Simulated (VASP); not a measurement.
# Be (P6_3/mmc) in VASP: phonons with r2SCAN

Aim: the phonons of Be with r2SCAN.

Program: VASP 6.6.1. These are calculated values, not measurements. Logs are shortened: lines on timing, memory, paths and dates and some standing lists are left out, and cuts for length are marked.

## (1) The crystal as given

Symmetry: P6_3/mmc, No. 194, hexagonal system. Conventional cell: a = 2.285 Å, b = 2.285 Å, c = 3.584 Å, α = 90.00°, β = 90.00°, γ = 120.00°. Around Be (site symmetry -6m2) lie 12 Be at 2.23 to 2.29 Å.

## (2) Phonons, r2SCAN

File POSCAR:

```
Be
1.0
    2.2853000000      0.0000000000      0.0000000000
   -1.1426500000      1.9791278600      0.0000000000
    0.0000000000      0.0000000000      3.5842000000
Be
2
Direct
    0.3333333300      0.6666666700      0.2500000000
    0.6666666700      0.3333333300      0.7500000000
```

File INCAR.step1:

```
SYSTEM = Be
ALGO = Normal
EDIFF = 1E-8
EDIFFG = -0.002
ENCUT = 600
IBRION = 2
ISIF = 3
ISMEAR = 0
LASPH = .TRUE.
LCHARG = .FALSE.
LMIXTAU = .TRUE.
LREAL = .FALSE.
LWAVE = .FALSE.
METAGGA = R2SCAN
NELM = 60
NSW = 40
PREC = Accurate
SIGMA = 0.1
```

File INCAR.step2:

```
SYSTEM = Be
ALGO = Normal
EDIFF = 1E-8
ENCUT = 600
IBRION = 6
ISIF = 2
ISMEAR = 0
LASPH = .TRUE.
LCHARG = .FALSE.
LMIXTAU = .TRUE.
LREAL = .FALSE.
LWAVE = .FALSE.
METAGGA = R2SCAN
NELM = 60
NFREE = 2
NSW = 1
POTIM = 0.015
PREC = Accurate
SIGMA = 0.1
```

File KPOINTS:

```
k-points
0
G
  21 21 12
  0 0 0
```

Potentials or basis: VASP PAW PBE potentials, release 64 (Be).

Started as:

```bash
$ cat potpaw_PBE.64/Be/POTCAR > POTCAR
$ cp INCAR.step1 INCAR
$ mpirun -np 1 vasp_std > vasp.out
$ cp CONTCAR POSCAR
$ cp INCAR.step2 INCAR
$ mpirun -np 1 vasp_std > vasp.out
```

OUTCAR:

```text
SYSTEM = Be
   EDIFF = 1E-8
   ENCUT = 600
   IBRION = 6
   ISIF = 2
   ISMEAR = 0
   LASPH = .TRUE.
   LREAL = .FALSE.
   METAGGA = R2SCAN
   NELM = 60
   NFREE = 2
   NSW = 1
   POTIM = 0.015
   PREC = Accurate

 ion  position               nearest neighbor table
   1  0.333  0.667  0.250-   2 2.21   2 2.21   2 2.21   2 2.21   2 2.21   2 2.21
   2  0.667  0.333  0.750-   1 2.21   1 2.21   1 2.21   1 2.21   1 2.21   1 2.21

  LATTYP: Found a hexagonal cell.
 ALAT       =     2.2624255998
 C/A-ratio  =     1.5785007227

  Lattice vectors:

 A1 = (   2.2624255998,   0.0000000000,   0.0000000000)
 A2 = (  -1.1312127999,   1.9593180482,   0.0000000000)
 A3 = (   0.0000000000,   0.0000000000,   3.5712404443)

Analysis of symmetry for initial positions (statically):
=====================================================================
 Subroutine PRICEL returns:
 Original cell was already a primitive cell.

 Routine SETGRP: Setting up the symmetry group for a
 hexagonal supercell.

 Subroutine GETGRP returns: Found 24 space group operations
 (whereof 12 operations were pure point group operations)
 out of a pool of 24 trial point group operations.

The static configuration has the point symmetry D_3d.
 The point group associated with its full space group is D_6h.

Analysis of symmetry for dynamics (positions and initial velocities):
=====================================================================
 Subroutine PRICEL returns:
 Original cell was already a primitive cell.

 Routine SETGRP: Setting up the symmetry group for a
 hexagonal supercell.

 Subroutine GETGRP returns: Found 24 space group operations
 (whereof 12 operations were pure point group operations)
 out of a pool of 24 trial point group operations.

The dynamic configuration has the point symmetry D_3d.
 The point group associated with its full space group is D_6h.

 Subroutine INISYM returns: Found 24 space group operations
 (whereof 12 operations are pure point group operations),
 and found     1 'primitive' translations

----------------------------------------------------------------------------------------
[... 292 lines left out ...]
  ext. energy  EPLUGINS =         0.00000000
  ---------------------------------------------------
  free energy    TOTEN  =        -8.67652976 eV

  energy without entropy =       -8.67500875  energy(sigma->0) =       -8.67576926

 E-fermi :   7.1637     XC(G=0): -11.2571

 val. band max:        7.1518263348   @ k =  -0.2857   0.6190   0.3333
 cond. band min:       7.1730774598   @ k =   0.3333   0.0476   0.0000
 fundamental gap:      0.0212511251
 Fermi energy:         7.1636830618

 k-point     1 :       0.0000    0.0000    0.0000
  band No.  band energies     occupation
      1      -5.1151      2.00000
      2       2.3464      2.00000
      3       8.1307      0.00000
      4      24.4911      0.00000
      5      24.4911      0.00000
      6      27.5091      0.00000
[... 199 lines left out ...]
 k-point    24 :       0.1905    0.0952    0.0000
  band No.  band energies     occupation
      1      -3.1367      2.00000
      2       4.8836      2.00000
      3       8.5613      0.00000
      4      15.8805      0.00000
      5      18.4108      0.00000
      6      24.5807      0.00000

 [... further k-points ...]

------------------------ aborting loop because EDIFF is reached ----------------------------------------

  FORCE on cell =-STRESS in cart. coord.  units (eV):
  Direction    XX          YY          ZZ          XY          YZ          ZX
  --------------------------------------------------------------------------------------
  -------------------------------------------------------------------------------------
  Total        0.0050681      0.0050681      0.0062731      0.0000000      0.0000000      0.0000000
  in kB        0.5129309      0.5129309      0.6348859      0.0000000      0.0000000      0.0000000
  external PRESSURE =       0.5535826 kB  Pullay stress =       0.0000000 kB
[... 17 lines left out ...]
  FREE ENERGIE OF THE ION-ELECTRON SYSTEM (eV)
  ---------------------------------------------------
  free  energy   TOTEN  =        -8.6765297626 eV

  energy  without entropy=       -8.6750087475  energy(sigma->0) =       -8.67576926

 INTERNAL STRAIN TENSORS FROM DISPLACED ATOMS
 ============================================

 INTERNAL STRAIN TENSOR FOR ION    1 for displacements in x,y,z  (eV/Angst):
          X           Y           Z          XY          YZ          ZX
  --------------------------------------------------------------------------------
  x     0.00000    -0.00000     0.00000    -3.60263     0.00000     0.00000
  y    -3.60263     3.60263    -0.00000     0.00000     0.00000     0.00000
  z     0.00000     0.00000     0.00000     0.00000    -0.00000     0.00000

 INTERNAL STRAIN TENSOR FOR ION    2 for displacements in x,y,z  (eV/Angst):
          X           Y           Z          XY          YZ          ZX
  --------------------------------------------------------------------------------
  x     0.00000     0.00000     0.00000     3.60263     0.00000     0.00000
  y     3.60263    -3.60263     0.00000     0.00000     0.00000     0.00000
  z    -0.00000    -0.00000    -0.00000     0.00000     0.00000     0.00000

 Eigenvectors and eigenvalues of the dynamical matrix
 ----------------------------------------------------

   1 f  =   21.534430 THz   135.304811 2PiTHz  718.311251 cm-1    89.059204 meV
             X         Y         Z           dx          dy          dz
     -0.000000  1.306212  0.892810     0.000000    0.000000    0.707107
      1.131213  0.653106  2.678430     0.000000    0.000000   -0.707107
[... 11 lines left out ...]
   4 f  =    0.000000 THz     0.000001 2PiTHz    0.000003 cm-1     0.000000 meV
             X         Y         Z           dx          dy          dz
     -0.000000  1.306212  0.892810     0.503381    0.496508   -0.009303
      1.131213  0.653106  2.678430     0.503381    0.496508   -0.009303

   5 f/i=    0.000000 THz     0.000000 2PiTHz    0.000002 cm-1     0.000000 meV
             X         Y         Z           dx          dy          dz
     -0.000000  1.306212  0.892810    -0.496596    0.503294   -0.009361
      1.131213  0.653106  2.678430    -0.496596    0.503294   -0.009361

   6 f/i=    0.000000 THz     0.000002 2PiTHz    0.000010 cm-1     0.000001 meV
             X         Y         Z           dx          dy          dz
     -0.000000  1.306212  0.892810    -0.000048   -0.013198   -0.706984
      1.131213  0.653106  2.678430    -0.000048   -0.013198   -0.706984

 ELASTIC MODULI CONTR FROM IONIC RELAXATION (kBar)
 Direction    XX          YY          ZZ          XY          YZ          ZX
 --------------------------------------------------------------------------------
 XX        -371.6007    371.6007     -0.0000      0.0000     -0.0000      0.0000
 YY         371.6007   -371.6007      0.0000     -0.0000      0.0000      0.0000
 ZZ          -0.0000      0.0000     -0.0000      0.0000      0.0000      0.0000
 XY           0.0000     -0.0000      0.0000   -371.6007      0.0000      0.0000
 YZ          -0.0000      0.0000      0.0000      0.0000     -0.0000      0.0000
 ZX           0.0000      0.0000      0.0000      0.0000      0.0000      0.0000
 --------------------------------------------------------------------------------
```

OUTCAR.step1:

```text
SYSTEM = Be
   EDIFF = 1E-8
   EDIFFG = -0.002
   ENCUT = 600
   IBRION = 2
   ISIF = 3
   ISMEAR = 0
   LASPH = .TRUE.
   LREAL = .FALSE.
   METAGGA = R2SCAN
[... 581 lines left out ...]
  -------------------------------------------------------------------------------------
  Total        0.0038502      0.0038502      0.0020280      0.0000000      0.0000000      0.0000000
  in kB        0.3896645      0.3896645      0.2052516      0.0000000      0.0000000      0.0000000
  external PRESSURE =       0.3281935 kB  Pullay stress =       0.0000000 kB
[... 17 lines left out ...]
  FREE ENERGIE OF THE ION-ELECTRON SYSTEM (eV)
  ---------------------------------------------------
  free  energy   TOTEN  =        -8.6775055664 eV

  energy  without entropy=       -8.6759860397  energy(sigma->0) =       -8.67674580

 reached required accuracy - stopping structural energy minimisation
```

It took 18 min on 1 thread of Intel Xeon 6975P-C (Granite Rapids), shared host; peak memory 0.38 GiB.

What came out:

| Quantity | Value |
| --- | --- |
| Relaxed volume | 7.92 Å³/atom |
| Relaxed cell | a = 2.262 Å, b = 2.262 Å, c = 3.571 Å, α = 90.00°, β = 90.00°, γ = 120.00° |
| Space group after relaxing (to 0.05 Å) | P6_3/mmc (No. 194) |
| Highest phonon frequency at Γ | 718 cm⁻¹ |

Step by step:
```
step  energy change (eV)  largest force (eV/Å)  pressure (GPa)  volume (Å³)
   1              0.0000                0.0000           -2.74        16.21
   2             -0.0036                0.0000           -0.39        15.89
   3             -0.0037                0.0000            0.02        15.83
   4             -0.0037                0.0000            0.08        15.83
   5             -0.0037                0.0000            0.03        15.83
```

Final structure:
```yaml
crystal:
  lattice:
    - [2.26243, 0.00000, 0.00000]
    - [-1.13121, 1.95932, 0.00000]
    - [0.00000, 0.00000, 3.57124]
  atoms:
    - { symbol: Be, position: [0.33333, 0.66667, 0.25000] }
    - { symbol: Be, position: [0.66667, 0.33333, 0.75000] }
```

Phonon frequencies in cm⁻¹ (negative: imaginary):
```
              q point        frequencies
(0.000, 0.000, 0.000)  0 0 0 462 462 718
```

Caveat: the PAW data sets were made with another functional, which shifts forces and pressure a little.
